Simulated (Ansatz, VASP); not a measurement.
KF (Carobbiite): VASP beside Ansatz

```xyz
2
Lattice="0.0000 2.7919 2.7919 2.7919 0.0000 2.7919 2.7919 2.7919 0.0000" Properties=species:S:1:pos:R:3 pbc="T T T"
K     0.0000    0.0000    0.0000
F     2.7919    2.7919    2.7919
```

Change from the starting cell: hydrostatic strain +5.0%.

Alike in both runs: task single point; functional r2SCAN; k mesh 8 × 8 × 8; no spin polarisation.

|  | VASP | Ansatz |
| --- | --- | --- |
| version | VASP 6.6.1 | Ansatz 0.2.0 |
| potentials or method | VASP PAW PBE potentials, release 64 (K_sv, F) | plane waves, PAW |
| plane-wave cutoff (eV) | 520 | 500 |
| occupations | gaussian, width 0.01 eV | fixed |
| valence electrons in the cell | 16 | 16 |

```csv
,VASP,Ansatz,Ansatz less VASP
gap on the k mesh at the Fermi level (eV),6.18,6.18,+0.001
pressure (GPa),-3.7,-3.6,+0.07
```

Caveats: the PAW data sets were made with another functional, which shifts forces and pressure a little (VASP). A k mesh can miss the band edges.
